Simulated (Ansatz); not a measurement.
**Ca: energy along a strain**

Ca, Pm-3m, a = 3.447 Å. This isn't the element's structure at ambient conditions. Ansatz: PBEsol, PAW, 420 eV, Γ-centred 18×18×18 mesh on 1 atom, Gaussian smearing 0.15 eV; no spin polarisation. Cell vectors (Å): 3.447 0.000 0.000; 0.000 3.447 0.000; 0.000 0.000 3.447. The cell is strained by x per cent times the pattern (0 0 1 0 0 0) in the order xx yy zz yz xz xy (engineering shears), with fractional coordinates held. y is the free energy over the start, V0 = 40.964 Å³/atom.

| x (%) | y (meV/atom) |
| --- | --- |
| -4.00 | 12.72 |
| -3.00 | 7.21 |
| -2.00 | 3.34 |
| -1.00 | 0.97 |
| 0.00 | 0.00 |
| 1.00 | 0.35 |
| 2.00 | 1.95 |
| 3.00 | 4.70 |
| 3.50 | 6.48 |
| 4.00 | ? |

**Question.** Fit y = c1 x + c2 x² + c3 x³ to the other rows, get the stiffness along the pattern, and predict the missing energy.

**Answer.** Least squares on the rows shown. y = −0.2857 x + 0.6628 x² − 0.01504 x³. The clamped-ion stiffness p·C·p = 2 × 6.628 eV × 160.2 / 40.964 Å³ = 52 GPa, which is C33 in these axes (C11 of the cubic crystal); c1 is there for the stress left in the start, which by itself gives a slope of -0.29 meV/atom per %. At x = 4.00 the fit asked for gives 8.50 meV/atom. The run gave 8.52 meV/atom, so the fit is 0.02 meV/atom too low, a small miss on the scale of the series.